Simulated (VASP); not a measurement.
# InAs (F-43m) in VASP: band structure with PBE

Aim: the band structure of InAs with PBE.

All numbers are computed with VASP 6.6.1; they aren't measurements. Logs are shortened: lines on timing, memory, paths and dates and some standing lists are left out, and cuts for length are marked.

**1. The crystal as given**

It takes space group F-43m (No. 216, cubic). Conventional cell: a = 6.209 Å, b = 6.209 Å, c = 6.209 Å, α = 90.00°, β = 90.00°, γ = 90.00°. Around In (site symmetry -43m) lie 4 As at 2.69 Å. Around As (site symmetry -43m) lie 4 In at 2.69 Å.

**2. Band structure, PBE**

File INCAR:

```
SYSTEM = InAs
ALGO     = Normal         ! electronic algorithm
EDIFF    = 1E-7           ! SCF threshold, eV
ENCUT    = 520            ! plane-wave cutoff, eV
GGA      = PE             ! functional
ISIF     = 2              ! what is computed and relaxed
ISMEAR   = 0              ! smearing method
LASPH    = .True.         ! aspherical terms in the spheres
LCHARG   = .False.        ! write CHGCAR
LREAL    = .False.        ! projectors in reciprocal space
LWAVE    = .False.        ! write WAVECAR
NELM     = 80             ! most SCF steps
PREC     = Accurate       ! precision mode
SIGMA    = 0.02           ! smearing width, eV
```

File KPOINTS:

```
k-points
0
Gamma
  4 4 4
  0 0 0
```

File POSCAR:

```
InAs                                    
1.0
    0.0000000000      3.1043939033      3.1043939033
    3.1043939033      0.0000000000      3.1043939033
    3.1043939033      3.1043939033      0.0000000000
  In              As            
     1     1
Direct
     0.0000000000000000    0.0000000000000000    0.0000000000000000
     0.2500000000000000    0.2500000000000000    0.2500000000000000
```

File KPOINTS_OPT:

```
path GXWKGLUWLK,UX
20
line-mode
reciprocal
 0.0000000000  0.0000000000  0.0000000000  G
 0.5000000000  0.0000000000  0.5000000000  X

 0.5000000000  0.0000000000  0.5000000000  X
 0.5000000000  0.2500000000  0.7500000000  W

 0.5000000000  0.2500000000  0.7500000000  W
 0.3750000000  0.3750000000  0.7500000000  K

 0.3750000000  0.3750000000  0.7500000000  K
 0.0000000000  0.0000000000  0.0000000000  G

 0.0000000000  0.0000000000  0.0000000000  G
 0.5000000000  0.5000000000  0.5000000000  L

 0.5000000000  0.5000000000  0.5000000000  L
 0.6250000000  0.2500000000  0.6250000000  U

 0.6250000000  0.2500000000  0.6250000000  U
 0.5000000000  0.2500000000  0.7500000000  W

 0.5000000000  0.2500000000  0.7500000000  W
 0.5000000000  0.5000000000  0.5000000000  L

 0.5000000000  0.5000000000  0.5000000000  L
 0.3750000000  0.3750000000  0.7500000000  K

 0.6250000000  0.2500000000  0.6250000000  U
 0.5000000000  0.0000000000  0.5000000000  X
```

Potentials or basis: VASP PAW PBE potentials, release 64 (In_d, As).

Started as:

```sh
> cat potpaw_PBE.64/In_d/POTCAR potpaw_PBE.64/As/POTCAR > POTCAR
> mpirun -np 1 vasp_std > vasp.out
```

OUTCAR:

```text
SYSTEM = InAs
   EDIFF = 1E-7
   ENCUT = 520
   GGA = PE
   ISIF = 2
   ISMEAR = 0
   LASPH = .True.
   LREAL = .False.
   NELM = 80
   PREC = Accurate

 ion  position               nearest neighbor table
   1  0.000  0.000  0.000-   2 2.69   2 2.69   2 2.69   2 2.69
   2  0.250  0.250  0.250-   1 2.69   1 2.69   1 2.69   1 2.69

  LATTYP: Found a face centered cubic cell.
 ALAT       =     6.2087878066

  Lattice vectors:

 A1 = (   0.0000000000,   3.1043939033,   3.1043939033)
 A2 = (   3.1043939033,   0.0000000000,   3.1043939033)
 A3 = (   3.1043939033,   3.1043939033,   0.0000000000)

Analysis of symmetry for initial positions (statically):
=====================================================================
 Subroutine PRICEL returns:
 Original cell was already a primitive cell.

 Routine SETGRP: Setting up the symmetry group for a
 face centered cubic supercell.

 Subroutine GETGRP returns: Found 24 space group operations
 (whereof 24 operations were pure point group operations)
 out of a pool of 48 trial point group operations.

The static configuration has the point symmetry T_d .

Analysis of symmetry for dynamics (positions and initial velocities):
=====================================================================
 Subroutine PRICEL returns:
 Original cell was already a primitive cell.

 Routine SETGRP: Setting up the symmetry group for a
 face centered cubic supercell.

 Subroutine GETGRP returns: Found 24 space group operations
 (whereof 24 operations were pure point group operations)
 out of a pool of 48 trial point group operations.

The dynamic configuration has the point symmetry T_d .

 Subroutine INISYM returns: Found 24 space group operations
 (whereof 24 operations are pure point group operations),
 and found     1 'primitive' translations

----------------------------------------------------------------------------------------

                                     Primitive cell

  volume of cell :      59.8357

  direct lattice vectors                    reciprocal lattice vectors
     0.000000000  3.104393903  3.104393903    -0.161062035  0.161062035  0.161062035
     3.104393903  0.000000000  3.104393903     0.161062035 -0.161062035  0.161062035
     3.104393903  3.104393903  0.000000000     0.161062035  0.161062035 -0.161062035

  length of vectors
     4.390275961  4.390275961  4.390275961     0.278967628  0.278967628  0.278967628

  position of ions in fractional coordinates (direct lattice)
     0.000000000  0.000000000  0.000000000
[... 71 lines left out ...]
   PSTRESS=    0.0 pullay stress
   NELECT =      18.0000    total number of electrons
   NUPDOWN=      -1.0000    fix difference up-down
   EMIN   =  10.00;   EMAX   =-10.00  energy-range for DOS
   EFERMI =   0.00;   METHOD = LEGACY
   ISMEAR =     0;   SIGMA  =   0.02  broadening in eV -4-tet -1-fermi 0-gaus
   EFERMI_NEDOS =   21; number of points for ismear=-14 and -15
   IALGO  =     38    algorithm
   IMIX   =      4    mixing-type and parameters
     AMIX     =   0.40;   BMIX     =  1.00
     AMIX_MAG =   1.60;   BMIX_MAG =  1.00
  volume/ion in A,a.u.               =      29.92       201.90
  Fermi-wavevector in a.u.,A,eV,Ry     =   1.096930  2.072897 16.371279  1.203255
  Thomas-Fermi vector in A             =   2.233281
   LORBIT       =      0    0 simple, 1 ext, 2 COOP (PROOUT), +10 PAW based schemes
   GGA     = PE    functional components
   LHFCALC =     F    Hartree Fock is set to
   AEXX    =    0.0000 exact exchange contribution
   IVDW    =     0    specifies the selected vdW correction
   LEPSILON=     F    determine dielectric tensor
   LRPA    =     F    only Hartree local field effects (RPA)
 non-spin polarized calculation
 Gauss-broadening in eV      SIGMA  =   0.02
  energy-cutoff  :      520.00
  volume of cell :       59.84
 maximum number of plane-waves:      1639
 NGX is ok and might be reduce to    36
   NGX = 17   NGY = 17   NGZ = 17

 number of electron      17.9999997 magnetization

 Free energy of the ion-electron system (eV)
  ---------------------------------------------------
  ext. energy  EPLUGINS =         0.00000000
  ---------------------------------------------------
  free energy    TOTEN  =        -7.59532787 eV

  energy without entropy =       -7.59484580  energy(sigma->0) =       -7.59508684

 E-fermi :   3.7887     XC(G=0):  -8.7287

 val. band max:        3.7826246956   @ k =   0.0000   0.0000   0.0000
 cond. band min:       4.5538736018   @ k =   0.5000   0.0000   0.0000
 fundamental gap:      0.7712489062
 Fermi energy:         3.7887160059

 k-point     1 :       0.0000    0.0000    0.0000
  band No.  band energies     occupation
      1     -10.5078      2.00000
      2     -10.5078      2.00000
      3     -10.5078      2.00000
      4     -10.4132      2.00000
      5     -10.4132      2.00000
      6      -7.5954      2.00000
      7       3.1721      2.00000
      8       3.7826      1.33334
      9       3.7826      1.33334
     10       3.7826      1.33333
     11       7.6192      0.00000
     12       7.6192      0.00000
     13       7.6192      0.00000
[... 98 lines left out ...]
  band No.  band energies     occupation
      1     -10.6225      2.00000
      2     -10.4710      2.00000
      3     -10.4515      2.00000
      4     -10.4243      2.00000
      5     -10.4063      2.00000
      6      -5.8558      2.00000
      7      -1.6330      2.00000
      8       1.1383      2.00000
      9       1.2291      2.00000
     10       7.6416      0.00000
     11       8.0287      0.00000
     12       8.5360      0.00000
     13       9.8055      0.00000

------------------------ aborting loop because EDIFF is reached ----------------------------------------

  FORCE on cell =-STRESS in cart. coord.  units (eV):
  Direction    XX          YY          ZZ          XY          YZ          ZX
  --------------------------------------------------------------------------------------
  -------------------------------------------------------------------------------------
  Total       -0.0017967     -0.0017967     -0.0017967     -0.0000000      0.0000000     -0.0000000
  in kB       -0.0481083     -0.0481083     -0.0481083     -0.0000000      0.0000000     -0.0000000
  external PRESSURE =      -0.0481083 kB  Pullay stress =       0.0000000 kB

 VOLUME and BASIS-vectors are now :
 -----------------------------------------------------------------------------
  energy-cutoff  :      520.00
  volume of cell :       59.84
      direct lattice vectors                 reciprocal lattice vectors
     0.000000000  3.104393903  3.104393903    -0.161062035  0.161062035  0.161062035
     3.104393903  0.000000000  3.104393903     0.161062035 -0.161062035  0.161062035
     3.104393903  3.104393903  0.000000000     0.161062035  0.161062035 -0.161062035

 POSITION                                       TOTAL-FORCE (eV/Angst)
 -----------------------------------------------------------------------------------
      0.00000      0.00000      0.00000         0.000000      0.000000      0.000000
      1.55220      1.55220      1.55220        -0.000000     -0.000000     -0.000000
 -----------------------------------------------------------------------------------
    total drift:                               -0.000000     -0.000000     -0.000000

  FREE ENERGIE OF THE ION-ELECTRON SYSTEM (eV)
  ---------------------------------------------------
  free  energy   TOTEN  =        -7.5953278708 eV

  energy  without entropy=       -7.5948458010  energy(sigma->0) =       -7.59508684
```

stdout:

```text
POSCAR found type information on POSCAR InAs
 POSCAR found :  2 types and       2 ions
 scaLAPACK will be used
 LDA part: xc-table for (Slater+PW92), standard interpolation
 POSCAR, INCAR and KPOINTS ok, starting setup
 FFT: planning ... GRIDC
 FFT: planning ... GRID_SOFT
 FFT: planning ... GRID
 WAVECAR not read
 entering main loop
 Start KPOINTS_OPT (optional k-point list driver)
k-point batch [1-8\200]
k-point batch [9-16\200]
k-point batch [17-24\200]
k-point batch [25-32\200]
k-point batch [33-40\200]
k-point batch [41-48\200]
k-point batch [49-56\200]
k-point batch [57-64\200]
k-point batch [65-72\200]
k-point batch [73-80\200]
k-point batch [81-88\200]
k-point batch [89-96\200]
k-point batch [97-104\200]
k-point batch [105-112\200]
k-point batch [113-120\200]
k-point batch [121-128\200]
k-point batch [129-136\200]
k-point batch [137-144\200]
k-point batch [145-152\200]
k-point batch [153-160\200]
k-point batch [161-168\200]
k-point batch [169-176\200]
k-point batch [177-184\200]
k-point batch [185-192\200]
k-point batch [193-200\200]
```

It took 37 s on 1 thread of Intel Xeon 6975P-C (Granite Rapids), shared host; peak memory 0.2 GiB.

Results:

- Free energy: -7.5953 eV
- Pressure: 0.0 GPa
- Band gap along the path: none (metal or under the smearing width)

Levels at the corners of the path, in eV from the Fermi level:
```
point  band 7  band 8  band 9  band 10  band 11  band 12
    Γ   -0.62   -0.01   -0.01    -0.01     3.83     3.83
    X   -5.54   -2.09   -2.09     1.64     2.01     8.69
    X   -5.54   -2.09   -2.09     1.64     2.01     8.69
    W   -5.42   -2.65   -2.56     3.85     4.24     4.75
    W   -5.42   -2.65   -2.56     3.85     4.24     4.75
    K   -5.42   -2.93   -1.75     2.09     4.07     6.95
    K   -5.42   -2.93   -1.75     2.09     4.07     6.95
    Γ   -0.62   -0.01   -0.01    -0.01     3.83     3.83
    Γ   -0.62   -0.01   -0.01    -0.01     3.83     3.83
    L   -5.41   -0.89   -0.89     0.77     4.59     4.59
    L   -5.41   -0.89   -0.89     0.77     4.59     4.59
    U   -5.42   -2.93   -1.75     2.09     4.07     6.95
    U   -5.42   -2.93   -1.75     2.09     4.07     6.95
    W   -5.42   -2.65   -2.56     3.85     4.24     4.75
    W   -5.42   -2.65   -2.56     3.85     4.24     4.75
    L   -5.41   -0.89   -0.89     0.77     4.59     4.59
    L   -5.41   -0.89   -0.89     0.77     4.59     4.59
    K   -5.42   -2.93   -1.75     2.09     4.07     6.95
    U   -5.42   -2.93   -1.75     2.09     4.07     6.95
    X   -5.54   -2.09   -2.09     1.64     2.01     8.70
```

Caveat: the k mesh is coarse (spacing up to 0.44 Å⁻¹), so the values aren't converged; spin-orbit coupling is left out, which moves the levels of the heavy elements; this crystal is a semiconductor, whose small gap the functional closes, so the metal is an error of the method.
